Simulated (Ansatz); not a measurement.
**Sn under changes of volume**

One of the cells (33.803 Å³/atom); the others are scaled copies at fixed shape and fractional positions:

```xyz
2
Lattice="0.0000 3.2333 3.2333 3.2333 0.0000 3.2333 3.2333 3.2333 0.0000" Properties=species:S:1:pos:R:3 pbc="T T T"
Sn    4.8500    4.8500    4.8500
Sn    3.2333    3.2333    3.2333
```

This isn't the form of Sn at room conditions, which is tetragonal (white tin).

| Quantity | Value |
| --- | --- |
| Program | Ansatz 0.2.0 |
| Functional | PBE |
| Potentials or basis | Ansatz NC |
| Cutoff | 980 eV (not typed: the program's choice for these potentials) |
| k mesh | 7 × 7 × 7 |
| Occupations | fermi-dirac, width 0.05 eV |
| Spin | no spin polarisation |

| volume (Å³/atom) | energy over the lowest point (meV/atom) | pressure (GPa) |
| --- | --- | --- |
| 31.775 | ? | ? |
| 32.451 | 72.33 | 6.2 |
| 33.127 | 48.71 | 5.0 |
| 33.803 | 30.15 | 3.8 |
| 34.479 | 16.14 | 2.8 |
| 35.155 | 6.24 | 1.9 |
| 35.831 | 0.00 | 1.1 |

Question: What does the run at 31.775 Å³/atom give?

Answer: Energy over the lowest point 101.59 meV/atom; pressure 7.7 GPa.

Worked out: A Birch-Murnaghan fit of order 3 (a polynomial in V^(-2/3)) to the other rows has its minimum at 36.83 Å³/atom, just outside them, with B0 = V·E''(V) = 37 GPa and B' = 4.7. It gives 101.60 meV/atom at 31.775 Å³/atom, against the run's 101.59, and -dE/dV = 7.7 GPa, against 7.7.

Energies are extrapolated to zero smearing.
